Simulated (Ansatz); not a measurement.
# TiAl: a line through a two-coordinate scan

Aim: follow the energy of TiAl (Pm-3m, No. 221; 2 atoms in the cell) along one coordinate, normal strain along y, with the other held at normal strain along x = −3.7 %.

Method: DFT PBEsol, scalar-relativistic, plane waves, PAW, in Ansatz 0.2.0.

**1. The starting structure**

It takes space group Pm-3m (No. 221, cubic). The conventional cell has a = 3.156 Å, b = 3.156 Å, c = 3.156 Å, α = 90.00°, β = 90.00°, γ = 90.00°. Ti (site symmetry m-3m) is surrounded by 8 Al at 2.73 Å. Al (site symmetry m-3m) is surrounded by 8 Ti at 2.73 Å.

Structure file:

```
Ti Al
1.0
     3.15638    0.00000    0.00000
     0.00000    3.15638    0.00000
     0.00000    0.00000    3.15638
Ti Al
1 1
Direct
  0.00000 0.00000 0.00000
  0.50000 0.50000 0.50000
```

It goes back to an entry of the Materials Project, which need not be the stable form.

It is the result of an earlier relaxation at this level (volume 15.72 Å³/atom; gap on the mesh: none (metal)).

**2. Plan of the line**

The energy is mapped over two homogeneous strains (x along [1 0 0], y along [0 1 0], z along [0 0 1] of the conventional cell).

- normal strain along x: 7 values from −11.0 to 11.0 %
- normal strain along y: 7 values from −11.0 to 11.0 %

Nothing else is relaxed (symmetry fixes all fractional coordinates). Energies count from the relaxed crystal. Points are written as (first, second).

**3. Point (−3.7 %, −3.7 %)**

input.yaml reads:

```yaml
crystal:
  lattice:
    - [3.0405369532, 0.0, 0.0]
    - [0.0, 3.0405369532, 0.0]
    - [0.0, 0.0, 3.1563759506]
  atoms:
    - { symbol: Ti, position: [0.0, 0.0, 0.0] }
    - { symbol: Al, position: [0.5, 0.5, 0.5] }
basis:
  ecutwfc: 520.0
kpoints:
  mp_grid: { grid: [14, 14, 14] }
hamiltonian:
  xc: pbesol
scf:
  occupations: { method: gaussian, width: 0.15 }
output:
  forces: true
  stress: true
  eigenvalues: true
```

Started as:

```bash
$ ansatz run input.yaml --threads 1 --pin off --max-ram 2048MiB --backend cpu --events-out ev --progress --plain --runs-dir out
```

What it wrote:

```text
Warning: RAYON_NUM_THREADS=1 ignored (pool sized by the plan → 1); use --threads N
Engine: ansatz 0.2.0, aarch64-unknown-linux-gnu
Pseudopotentials: kind: paw
Pseudopotential: Ti, paw, valence charge 12, recommended cutoff 420 eV (normal), Ti.paw.azcp
Pseudopotential: Al, paw, valence charge 3, recommended cutoff 420 eV (normal), Al.paw.azcp
Functional definition: PBEsol
  exchange = pbesol_x
  correlation = pbesol_c
Crystal: 2 atoms, lattice volume = 29.180 Å³
Basis set: ecut = 520 eV, 771 PW (Γ), exchange–correlation on 48×48×48 points (8 copies of the dense FFT grid, shifted against one another)
Bands: 12, of which v1, the nominal top of the filled ones, is band 8 counted from 1 (7 counted from 0)
Symmetry: 16 space group operations
Space group: P4/mmm (ITA 123), of the structure as read, at distance tolerance 3.1e-5 Å
k-points: 288 of 2744
Non-local potential: Ti, projectors of the file, l = 0: 3, l = 1: 2, l = 2: 3, l = 3: 1
Non-local potential: Al, projectors of the file, l = 0: 2, l = 1: 2, l = 2: 1
PAW form: soft (Blöchl's): semilocal exchange-correlation on the pseudo side does not see the compensation charge
PAW frozen core: Ti, regenerated for the run's functional, and the local potential with it (the file was generated under x = pbe(κ = 0.804, μ = 0.2195149727645171), c = pbe(β = 0.06672455060314922))
PAW frozen core: Al, regenerated for the run's functional, and the local potential with it (the file was generated under x = pbe(κ = 0.804, μ = 0.2195149727645171), c = pbe(β = 0.06672455060314922))
PAW one-centre angular grid: Ti, 590 points (default); XC on 64 Gauss nodes
PAW one-centre angular grid: Al, 110 points (default); XC on 64 Gauss nodes
Initial density: superposition of atomic densities (neutral atoms: chi_scale 0, normalization atom), corrected by the library's trained network
Initial wavefunctions: pseudopotential atomic-orbital guess
Functional: x = pbesol(κ = 0.804, μ = 0.12345679012345678), c = pbesol(β = 0.046)
SCF iter   1: F=—  HF=-2998.941817 eV  |F-HF|=—  |Δ(HF+E_count)|=         —  Δρ=5.43e-3  dr2=1.40e-2  ethr=1.77e-3  ⟨swp⟩=5.0  Hψ=17786  notcnv=0
preconditioner: auto → none  [metal: Δε(μ)=0.007 eV  Ē_g=5.753 eV  σ=0.150 eV  W_gap=0.03  n_scr=6 (ndim 8)  ℏωp=18.2 eV  f_vac=0.000  D(μ)=2.12/eV (n_scr^D=26)  sad-step TF]
SCF iter   2: F=—  HF=-2998.939870 eV  |F-HF|=—  |Δ(HF+E_count)|=   1.95e-3  Δρ=3.93e-3  dr2=8.09e-3  ethr=9.34e-5  ⟨swp⟩=1.0  Hψ=5760  notcnv=0
SCF iter   3: F=—  HF=-2998.937714 eV  |F-HF|=—  |Δ(HF+E_count)|=   2.16e-3  Δρ=4.97e-4  dr2=2.77e-5  ethr=5.39e-5  ⟨swp⟩=2.1  Hψ=4231  notcnv=0  defer=1
SCF iter   4: F=—  HF=-2998.937691 eV  |F-HF|=—  |Δ(HF+E_count)|=   2.29e-5  Δρ=8.53e-5  dr2=1.22e-6  ethr=1.84e-7  ⟨swp⟩=2.4  Hψ=5129  notcnv=0  defer=1
iter 5 did not close the SCF: its close was put off for the readings that it lacked (scf_convergence_deferred on its scf_iter line)
SCF iter   5: F=-2998.937690 eV  HF=-2998.937690 eV  |F-HF|=1.19e-9  |Δ(HF+E_count)|=   3.47e-7  Δρ=6.70e-6  dr2=8.19e-9  ethr=8.11e-9  ⟨swp⟩=2.7  Hψ=5608  notcnv=0  defer=1
SCF iter   6: F=-2998.937690 eV  HF=-2998.937690 eV  |F-HF|=7.45e-10  |Δ(HF+E_count)|=  9.45e-10  Δρ=1.91e-6  dr2=1.11e-9  ethr=5.46e-11  ⟨swp⟩=2.2  Hψ=11011  notcnv=0
SCF 1 converged in 6 iterations: F = -2998.937690 eV  dr2 = 1.11e-9
SCF converged after 6 iterations
Free energy (F): -2998.937690 eV
Harris-Foulkes:  -2998.937690 eV  (|F-HF|=7.45e-10)
Internal energy: -2998.913798 eV  (E = F + TS)
E sigma→0 (E₀):  -2998.925744 eV
Entropy (-TS):   -0.023892 eV (-11.946 meV/atom)
Fermi energy:    12.665529 eV
--- Per-component energies (eV) ---
  E_band       = -142.293962
  E_kinetic    = 300.633371
  E_local      = -973.509621  (includes V_loc(G=0)·N_el)
  E_nonlocal   = 21.183669
  E_hartree    = 419.254792
  E_xc         = -138.203091
  E_vxc        = -153.390568  (∫ρ·V_xc dr)
  E_paw        = -1478.461074  (= ΣΔE_a)
  E_vpaw       = -175.720437  (= ΣTr[D̂ρ^β])
  E_aug_tail   = 0.000055  (compensation charges beyond the density's cutoff)
  E_ewald      = -1149.970423
  E_core_change = 0.158523  (= ΣΔE_core)
  E_smearing   = -0.023892  (= −TS)
  E_closure    = 0.000000  (closes the sum)
  Σ components = -2998.937690   (vs F -2998.937690, Δ=0.00e0)
--- Forces (eV/Å), atoms counted from 1 ---
  atom   1  Ti    -0.00000000    -0.00000000     0.00000000
  atom   2  Al     0.00000000     0.00000000     0.00000000
  max |Σ_I F_I| component: 2.96e-31 eV/Å
--- Stress (GPa, compression-positive) ---
        9.341003       0.000000       0.000000
        0.000000       9.341003       0.000000
        0.000000       0.000000      12.213054
  P = ⅓ Tr σ = 10.2984 GPa (102.984 kbar)
--- Band table (eV; the first three rows and the last of 288) ---
  k-point 0: bands = ["-43.7505", "-20.0948", "-20.0341", "-20.0341", "2.9988", "10.9415", "11.0554", "14.6420", "14.6420", "14.8488", "16.8730", "17.9455"]
  k-point 1: bands = ["-43.7496", "-20.1050", "-20.0333", "-20.0333", "3.0835", "10.8895", "11.0927", "14.5092", "14.5092", "14.8582", "16.6006", "18.1423"]
  k-point 2: bands = ["-43.7472", "-20.1333", "-20.0309", "-20.0309", "3.3345", "10.6922", "11.2004", "14.1916", "14.1916", "14.8848", "16.0566", "18.6533"]
  k-point 287: bands = ["-43.6811", "-20.2436", "-20.2436", "-20.2203", "9.2770", "9.2816", "9.2816", "13.9183", "15.7402", "15.7905", "15.9479", "15.9479"]
```

Run time: 6.1 s. Hardware: 1 thread of Arm Neoverse V2, shared host; peak memory 0.4 GiB.

Energy on the map's scale: 31 meV/atom.

**4. Point (−3.7 %, 0.0 %)**

input.yaml, as its differences from that of step 3:

```diff
@@ -3,3 +3,3 @@
     - [3.0405369532, 0.0, 0.0]
-    - [0.0, 3.0405369532, 0.0]
+    - [0.0, 3.1563759506, 0.0]
     - [0.0, 0.0, 3.1563759506]
```

Started as:

```bash
$ ansatz run input.yaml --threads 1 --pin off --max-ram 2048MiB --backend cpu --events-out ev --progress --plain --runs-dir out
```

What it wrote:

```text
Warning: RAYON_NUM_THREADS=1 ignored (pool sized by the plan → 1); use --threads N
[... 7 set-up lines as earlier in the session ...]
Crystal: 2 atoms, lattice volume = 30.292 Å³
Basis set: ecut = 520 eV, 799 PW (Γ), exchange–correlation on 48×48×48 points (8 copies of the dense FFT grid, shifted against one another)
Bands: 12, of which v1, the nominal top of the filled ones, is band 8 counted from 1 (7 counted from 0)
[... 2 set-up lines as earlier in the session ...]
k-points: 288 of 2744
[... 10 set-up lines as earlier in the session ...]
SCF iter   1: F=—  HF=-2998.990507 eV  |F-HF|=—  |Δ(HF+E_count)|=         —  Δρ=5.26e-3  dr2=1.35e-2  ethr=1.77e-3  ⟨swp⟩=5.0  Hψ=17797  notcnv=0
preconditioner: auto → none  [metal: Δε(μ)=0.004 eV  Ē_g=5.571 eV  σ=0.150 eV  W_gap=0.01  n_scr=6 (ndim 8)  ℏωp=17.9 eV  f_vac=0.000  D(μ)=2.25/eV (n_scr^D=26)  sad-step TF]
SCF iter   2: F=—  HF=-2998.988647 eV  |F-HF|=—  |Δ(HF+E_count)|=   1.86e-3  Δρ=3.79e-3  dr2=7.90e-3  ethr=8.99e-5  ⟨swp⟩=1.0  Hψ=5760  notcnv=0
SCF iter   3: F=—  HF=-2998.986562 eV  |F-HF|=—  |Δ(HF+E_count)|=   2.08e-3  Δρ=5.42e-4  dr2=3.69e-5  ethr=5.27e-5  ⟨swp⟩=2.1  Hψ=4269  notcnv=0  defer=1
SCF iter   4: F=—  HF=-2998.986526 eV  |F-HF|=—  |Δ(HF+E_count)|=   3.64e-5  Δρ=9.75e-5  dr2=1.63e-6  ethr=2.46e-7  ⟨swp⟩=3.0  Hψ=5852  notcnv=0  defer=1
iter 5 did not close the SCF: its close was put off for the readings that it lacked (scf_convergence_deferred on its scf_iter line)
SCF iter   5: F=-2998.986525 eV  HF=-2998.986525 eV  |F-HF|=8.09e-10  |Δ(HF+E_count)|=   4.42e-7  Δρ=6.81e-6  dr2=8.91e-9  ethr=1.08e-8  ⟨swp⟩=3.0  Hψ=5826  notcnv=0  defer=1
SCF iter   6: F=-2998.986525 eV  HF=-2998.986525 eV  |F-HF|=7.91e-10  |Δ(HF+E_count)|=   2.24e-9  Δρ=1.87e-6  dr2=1.11e-9  ethr=5.94e-11  ⟨swp⟩=2.2  Hψ=10637  notcnv=0
SCF 1 converged in 6 iterations: F = -2998.986525 eV  dr2 = 1.11e-9
SCF converged after 6 iterations
Free energy (F): -2998.986525 eV
Harris-Foulkes:  -2998.986525 eV  (|F-HF|=7.91e-10)
Internal energy: -2998.961097 eV  (E = F + TS)
E sigma→0 (E₀):  -2998.973811 eV
Entropy (-TS):   -0.025428 eV (-12.714 meV/atom)
Fermi energy:    12.142369 eV
--- Per-component energies (eV) ---
  E_band       = -150.368611
  E_kinetic    = 298.931396
  E_local      = -992.706147  (includes V_loc(G=0)·N_el)
  E_nonlocal   = 20.953063
  E_hartree    = 425.196142
  E_xc         = -137.565075
  E_vxc        = -152.559708  (∫ρ·V_xc dr)
  E_paw        = -1478.207130  (= ΣΔE_a)
  E_vpaw       = -175.379473  (= ΣTr[D̂ρ^β])
  E_aug_tail   = 0.000054  (compensation charges beyond the density's cutoff)
  E_ewald      = -1135.721923
  E_core_change = 0.158523  (= ΣΔE_core)
  E_smearing   = -0.025428  (= −TS)
  E_closure    = 0.000000  (closes the sum)
  Σ components = -2998.986525   (vs F -2998.986525, Δ=0.00e0)
--- Forces (eV/Å), atoms counted from 1 ---
  atom   1  Ti     0.00000000     0.00000000     0.00000000
  atom   2  Al     0.00000000     0.00000000     0.00000000
  max |Σ_I F_I| component: 1.48e-31 eV/Å
--- Stress (GPa, compression-positive) ---
        4.057928       0.000000       0.000000
        0.000000       5.199216       0.000000
        0.000000       0.000000       5.199216
  P = ⅓ Tr σ = 4.8188 GPa (48.188 kbar)
--- Band table (eV; the first three rows and the last of 288) ---
  k-point 0: bands = ["-44.3581", "-20.6856", "-20.6856", "-20.6238", "2.6329", "10.5191", "10.6172", "13.9496", "14.1630", "14.1630", "16.5014", "16.5014"]
  k-point 1: bands = ["-44.3573", "-20.6954", "-20.6847", "-20.6230", "2.7167", "10.4864", "10.6413", "13.7858", "14.0424", "14.1728", "16.1917", "16.7269"]
  k-point 2: bands = ["-44.3549", "-20.7227", "-20.6823", "-20.6207", "2.9655", "10.3119", "10.7412", "13.4184", "13.7494", "14.2005", "15.5834", "17.2820"]
  k-point 287: bands = ["-44.2992", "-20.8387", "-20.8175", "-20.8175", "8.8743", "8.8745", "8.8745", "13.1564", "15.1195", "15.1672", "15.1672", "15.3094"]
```

Wall time 6.4 s (1 thread of Arm Neoverse V2, shared host); peak memory 0.4 GiB.

On the map this point reads 7 meV/atom.

**5. Point (−3.7 %, 3.7 %)**

input.yaml, as its differences from that of step 4:

```diff
@@ -3,3 +3,3 @@
     - [3.0405369532, 0.0, 0.0]
-    - [0.0, 3.1563759506, 0.0]
+    - [0.0, 3.272214948, 0.0]
     - [0.0, 0.0, 3.1563759506]
```

Started as:

```bash
$ ansatz run input.yaml --threads 1 --pin off --max-ram 2048MiB --backend cpu --events-out ev --progress --plain --runs-dir out
```

What it wrote:

```text
Warning: RAYON_NUM_THREADS=1 ignored (pool sized by the plan → 1); use --threads N
[... 7 set-up lines as earlier in the session ...]
Crystal: 2 atoms, lattice volume = 31.404 Å³
Basis set: ecut = 520 eV, 837 PW (Γ), exchange–correlation on 48×50×48 points (8 copies of the dense FFT grid, shifted against one another)
Bands: 12, of which v1, the nominal top of the filled ones, is band 8 counted from 1 (7 counted from 0)
Symmetry: 8 space group operations
Space group: Pmmm (ITA 47), of the structure as read, at distance tolerance 3.2e-5 Å
k-points: 512 of 2744
[... 10 set-up lines as earlier in the session ...]
SCF iter   1: F=—  HF=-2999.017247 eV  |F-HF|=—  |Δ(HF+E_count)|=         —  Δρ=4.54e-3  dr2=1.08e-2  ethr=1.77e-3  ⟨swp⟩=5.0  Hψ=31560  notcnv=0
preconditioner: auto → none  [metal: Δε(μ)=0.002 eV  Ē_g=5.407 eV  σ=0.150 eV  W_gap=0.01  n_scr=6 (ndim 8)  ℏωp=17.5 eV  f_vac=0.000  D(μ)=2.40/eV (n_scr^D=26)  sad-step TF]
SCF iter   2: F=—  HF=-2999.015746 eV  |F-HF|=—  |Δ(HF+E_count)|=   1.50e-3  Δρ=3.31e-3  dr2=6.50e-3  ethr=7.21e-5  ⟨swp⟩=1.0  Hψ=10240  notcnv=0
SCF iter   3: F=—  HF=-2999.014065 eV  |F-HF|=—  |Δ(HF+E_count)|=   1.68e-3  Δρ=5.14e-4  dr2=4.27e-5  ethr=4.34e-5  ⟨swp⟩=2.1  Hψ=7561  notcnv=0
SCF iter   4: F=—  HF=-2999.014023 eV  |F-HF|=—  |Δ(HF+E_count)|=   4.18e-5  Δρ=9.25e-5  dr2=1.28e-6  ethr=2.85e-7  ⟨swp⟩=3.0  Hψ=10481  notcnv=0
iter 5 did not close the SCF: its close was put off for the readings that it lacked (scf_convergence_deferred on its scf_iter line)
SCF iter   5: F=-2999.014023 eV  HF=-2999.014023 eV  |F-HF|=2.91e-8  |Δ(HF+E_count)|=   2.65e-7  Δρ=1.31e-5  dr2=4.73e-8  ethr=8.55e-9  ⟨swp⟩=2.8  Hψ=9430  notcnv=0
SCF iter   6: F=-2999.014023 eV  HF=-2999.014023 eV  |F-HF|=7.42e-10  |Δ(HF+E_count)|=   9.45e-9  Δρ=2.53e-6  dr2=1.57e-9  ethr=3.15e-10  ⟨swp⟩=2.3  Hψ=20939  notcnv=0
SCF 1 converged in 6 iterations: F = -2999.014023 eV  dr2 = 1.57e-9
SCF converged after 6 iterations
Free energy (F): -2999.014023 eV
Harris-Foulkes:  -2999.014023 eV  (|F-HF|=7.42e-10)
Internal energy: -2998.986835 eV  (E = F + TS)
E sigma→0 (E₀):  -2999.000429 eV
Entropy (-TS):   -0.027188 eV (-13.594 meV/atom)
Fermi energy:    11.625748 eV
--- Per-component energies (eV) ---
  E_band       = -157.918081
  E_kinetic    = 297.401689
  E_local      = -1012.186940  (includes V_loc(G=0)·N_el)
  E_nonlocal   = 20.781852
  E_hartree    = 431.482946
  E_xc         = -136.966081
  E_vxc        = -151.778994  (∫ρ·V_xc dr)
  E_paw        = -1477.998598  (= ΣΔE_a)
  E_vpaw       = -175.101467  (= ΣTr[D̂ρ^β])
  E_aug_tail   = 0.000055  (compensation charges beyond the density's cutoff)
  E_ewald      = -1121.660281
  E_core_change = 0.158523  (= ΣΔE_core)
  E_smearing   = -0.027188  (= −TS)
  E_closure    = 0.000000  (closes the sum)
  Σ components = -2999.014023   (vs F -2999.014023, Δ=0.00e0)
--- Forces (eV/Å), atoms counted from 1 ---
  atom   1  Ti    -0.00000000     0.00000000     0.00000000
  atom   2  Al    -0.00000000     0.00000000     0.00000000
  max |Σ_I F_I| component: 1.23e-31 eV/Å
--- Stress (GPa, compression-positive) ---
       -0.954997       0.000000       0.000000
        0.000000       2.822431       0.000000
        0.000000       0.000000      -1.085494
  P = ⅓ Tr σ = 0.2606 GPa (2.606 kbar)
--- Band table (eV; the first three rows and the last of 512) ---
  k-point 0: bands = ["-44.9271", "-21.2846", "-21.2411", "-21.1756", "2.2939", "10.0762", "10.2390", "13.3213", "13.5418", "13.7056", "15.2050", "16.1582"]
  k-point 1: bands = ["-44.9263", "-21.2837", "-21.2506", "-21.1748", "2.3770", "10.0737", "10.2398", "13.1165", "13.5519", "13.5959", "15.4694", "15.8064"]
  k-point 2: bands = ["-44.9239", "-21.2813", "-21.2772", "-21.1727", "2.6239", "9.9465", "10.3100", "12.6972", "13.3255", "13.5803", "15.1282", "16.0700"]
  k-point 511: bands = ["-44.8750", "-21.3932", "-21.3767", "-21.3626", "8.4986", "8.5058", "8.5064", "12.4654", "14.4130", "14.4719", "14.6336", "14.7348"]
```

Wall time 12 s (1 thread of Arm Neoverse V2, shared host); peak memory 0.5 GiB.

On the map this point reads −7 meV/atom.

**6. Changing settings: n_extra_bands 4**

input.yaml, as its differences from that of step 5:

```diff
@@ -16,5 +16,6 @@
   occupations: { method: gaussian, width: 0.15 }
+  n_extra_bands: 4
 output:
   forces: true
+  eigenvalues: true
   stress: true
-  eigenvalues: true
```

Started as:

```bash
$ ansatz run input.yaml --threads 1 --pin off --max-ram 2048MiB --backend cpu --events-out ev --progress --plain --runs-dir out
```

What it wrote:

```text
Warning: RAYON_NUM_THREADS=1 ignored (pool sized by the plan → 1); use --threads N
scf.n_extra_bands = 4 over 8 filled bands (N_el = 15.0): the run solves 12 bands
[... 7 set-up lines as earlier in the session ...]
Crystal: 2 atoms, lattice volume = 31.404 Å³
Basis set: ecut = 520 eV, 837 PW (Γ), exchange–correlation on 48×50×48 points (8 copies of the dense FFT grid, shifted against one another)
Bands: 12, of which v1, the nominal top of the filled ones, is band 8 counted from 1 (7 counted from 0)
[... 2 set-up lines as earlier in the session ...]
k-points: 512 of 2744
[... 10 set-up lines as earlier in the session ...]
SCF iter   1: F=—  HF=-2999.017247 eV  |F-HF|=—  |Δ(HF+E_count)|=         —  Δρ=4.54e-3  dr2=1.08e-2  ethr=1.77e-3  ⟨swp⟩=5.0  Hψ=31560  notcnv=0
preconditioner: auto → none  [metal: Δε(μ)=0.002 eV  Ē_g=5.407 eV  σ=0.150 eV  W_gap=0.01  n_scr=6 (ndim 8)  ℏωp=17.5 eV  f_vac=0.000  D(μ)=2.40/eV (n_scr^D=26)  sad-step TF]
SCF iter   2: F=—  HF=-2999.015746 eV  |F-HF|=—  |Δ(HF+E_count)|=   1.50e-3  Δρ=3.31e-3  dr2=6.50e-3  ethr=7.21e-5  ⟨swp⟩=1.0  Hψ=10240  notcnv=0
SCF iter   3: F=—  HF=-2999.014065 eV  |F-HF|=—  |Δ(HF+E_count)|=   1.68e-3  Δρ=5.14e-4  dr2=4.27e-5  ethr=4.34e-5  ⟨swp⟩=2.1  Hψ=7561  notcnv=0
SCF iter   4: F=—  HF=-2999.014023 eV  |F-HF|=—  |Δ(HF+E_count)|=   4.18e-5  Δρ=9.25e-5  dr2=1.28e-6  ethr=2.85e-7  ⟨swp⟩=3.0  Hψ=10481  notcnv=0
iter 5 did not close the SCF: its close was put off for the readings that it lacked (scf_convergence_deferred on its scf_iter line)
SCF iter   5: F=-2999.014023 eV  HF=-2999.014023 eV  |F-HF|=2.91e-8  |Δ(HF+E_count)|=   2.65e-7  Δρ=1.31e-5  dr2=4.73e-8  ethr=8.55e-9  ⟨swp⟩=2.8  Hψ=9430  notcnv=0
SCF iter   6: F=-2999.014023 eV  HF=-2999.014023 eV  |F-HF|=7.42e-10  |Δ(HF+E_count)|=   9.45e-9  Δρ=2.53e-6  dr2=1.57e-9  ethr=3.15e-10  ⟨swp⟩=2.3  Hψ=20939  notcnv=0
SCF 1 converged in 6 iterations: F = -2999.014023 eV  dr2 = 1.57e-9
SCF converged after 6 iterations
Free energy (F): -2999.014023 eV
Harris-Foulkes:  -2999.014023 eV  (|F-HF|=7.42e-10)
Internal energy: -2998.986835 eV  (E = F + TS)
E sigma→0 (E₀):  -2999.000429 eV
Entropy (-TS):   -0.027188 eV (-13.594 meV/atom)
Fermi energy:    11.625748 eV
--- Per-component energies (eV) ---
  E_band       = -157.918081
  E_kinetic    = 297.401689
  E_local      = -1012.186940  (includes V_loc(G=0)·N_el)
  E_nonlocal   = 20.781852
  E_hartree    = 431.482946
  E_xc         = -136.966081
  E_vxc        = -151.778994  (∫ρ·V_xc dr)
  E_paw        = -1477.998598  (= ΣΔE_a)
  E_vpaw       = -175.101467  (= ΣTr[D̂ρ^β])
  E_aug_tail   = 0.000055  (compensation charges beyond the density's cutoff)
  E_ewald      = -1121.660281
  E_core_change = 0.158523  (= ΣΔE_core)
  E_smearing   = -0.027188  (= −TS)
  E_closure    = 0.000000  (closes the sum)
  Σ components = -2999.014023   (vs F -2999.014023, Δ=0.00e0)
--- Forces (eV/Å), atoms counted from 1 ---
  atom   1  Ti    -0.00000000     0.00000000     0.00000000
  atom   2  Al    -0.00000000     0.00000000     0.00000000
  max |Σ_I F_I| component: 1.23e-31 eV/Å
--- Stress (GPa, compression-positive) ---
       -0.954997       0.000000       0.000000
        0.000000       2.822431       0.000000
        0.000000       0.000000      -1.085494
  P = ⅓ Tr σ = 0.2606 GPa (2.606 kbar)
--- Band table (eV; the first three rows and the last of 512) ---
  k-point 0: bands = ["-44.9271", "-21.2846", "-21.2411", "-21.1756", "2.2939", "10.0762", "10.2390", "13.3213", "13.5418", "13.7056", "15.2050", "16.1582"]
  k-point 1: bands = ["-44.9263", "-21.2837", "-21.2506", "-21.1748", "2.3770", "10.0737", "10.2398", "13.1165", "13.5519", "13.5959", "15.4694", "15.8064"]
  k-point 2: bands = ["-44.9239", "-21.2813", "-21.2772", "-21.1727", "2.6239", "9.9465", "10.3100", "12.6972", "13.3255", "13.5803", "15.1282", "16.0700"]
  k-point 511: bands = ["-44.8750", "-21.3932", "-21.3767", "-21.3626", "8.4986", "8.5058", "8.5064", "12.4654", "14.4130", "14.4719", "14.6336", "14.7348"]
```

Run time: 12 s. Hardware: 1 thread of Arm Neoverse V2, shared host; peak memory 0.5 GiB.

```tsv
run	ending	energy change	pressure (GPa)	gap (eV)	force (eV/Å)	cycles	time
step 5	converged	0	0.3	0.00	0.00	6	12 s
variant	converged	0.0 meV/atom	0.3	0.00	0.00	6	12 s
```

The changed keys (n_extra_bands) make no visible difference here (energy 0.0 meV/atom).

[end of part 1 of 2]
